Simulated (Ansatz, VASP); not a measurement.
# One calculation of B, two programs

The input INCAR:

```
  ALGO = Normal
  EDIFF = 1E-6
  ENCUT = 520
  ISIF = 2
  ISMEAR = 0
  LASPH = True
  LCHARG = False
  LREAL = False
  LWAVE = False
  NBANDS = 8
  NELM = 100
  PREC = Accurate
  SIGMA = 0.15
```

KPOINTS

```
k-points
0
Gamma
  33 33 14
```

File POSCAR:

```
B
1.0
    1.6173118970      0.0000000000      0.0000000000
   -0.8086559485      1.4006331887      0.0000000000
    0.0000000000      0.0000000000      3.4536517075
B
1
Direct
    0.0000000000      0.0000000000      0.0000000000
```

Input for Ansatz:

```yaml
crystal:
  lattice:
    - [1.617311897, 0.0, 0.0]
    - [-0.8086559485, 1.4006331887, 0.0]
    - [0.0, 0.0, 3.4536517075]
  atoms:
    - { symbol: B, position: [0.0, 0.0, 0.0] }
basis:
  ecutwfc: 420
kpoints:
  mp_grid: { grid: [33, 33, 14] }
hamiltonian:
  xc: lda
scf:
  occupations: { method: gaussian, width: 0.15 }
output:
  forces: true
  stress: true
  eigenvalues: true
```

Change from the starting cell: strain -0.050 along x and y, -0.050 along z, atoms carried along.

Alike in both runs: task single point; functional LDA; k mesh 33 × 33 × 14; occupations gaussian, width 0.15 eV; no spin polarisation.

|  | VASP | Ansatz |
| --- | --- | --- |
| version | VASP 6.6.1 | Ansatz 0.2.0 |
| potentials or method | VASP PAW LDA potentials, release 64 (B) | scalar-relativistic, plane waves, PAW |
| plane-wave cutoff (eV) | 520 | 420 |
| valence electrons in the cell | 3 | 3 |

Ansatz gave:

```
gap on the k mesh at the Fermi level (eV)       : none
pressure (GPa)                                  : 33.6
largest component of the traceless stress (GPa) : 34.23
```

Q: Estimate VASP's values.

A: gap on the k mesh at the Fermi level (eV): none; pressure (GPa): 33.8; largest component of the traceless stress (GPa): 34.51.

A gap of «none» marks a metal or a gap that the smearing closes.

Caveats: so large a pressure means that the cell lies far from this level's equilibrium, or that cutoff or potentials fall short (VASP).
